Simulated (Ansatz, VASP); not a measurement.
MgI2 in VASP and in Ansatz

```
CELL_PARAMETERS angstrom
4.20720 0.00000 -0.15419
-2.10360 3.64354 0.07710
-0.28630 0.00000 8.12419
ATOMIC_POSITIONS crystal
Mg 0.00000 0.00000 0.00000
I 0.30552 0.66688 0.79369
I 0.69448 0.33312 0.20631
```

Change from the starting cell: engineering shear strain xz -0.0733, normal strain along z +0.0400.

Alike in both runs: functional PBE; k mesh 6 × 6 × 4; occupations gaussian, width 0.05 eV; no spin polarisation.

Ansatz relaxed the structure, and its values are those at the end. VASP's run is a single point on that final structure, the one shown.

|  | VASP | Ansatz |
| --- | --- | --- |
| version | VASP 6.6.1 | Ansatz 0.2.0 |
| potentials or method | VASP PAW PBE potentials, release 64 (Mg, I) | scalar-relativistic, plane waves, PAW |
| plane-wave cutoff (eV) | 520 | 520 |
| valence electrons in the cell | 16 | 44 |

Ansatz gave:

| Quantity | Value |
| --- | --- |
| gap on the k mesh at the Fermi level (eV) | 3.60 |
| least direct gap on the mesh (eV) | 3.74 |
| pressure (GPa) | 0.0 |
| rms of the force components (eV/Å) | 0.002 |

Q: Estimate VASP's values.

A: gap on the k mesh at the Fermi level (eV): 3.58; least direct gap on the mesh (eV): 3.73; pressure (GPa): -0.1; rms of the force components (eV/Å): 0.005.

The two sets of potentials don't hold the same shells in valence. Ansatz warned: «stress_scf_threshold_loose».

Caveats: spin-orbit coupling is left out, which moves the levels of the heavy elements. A k mesh can miss the band edges.
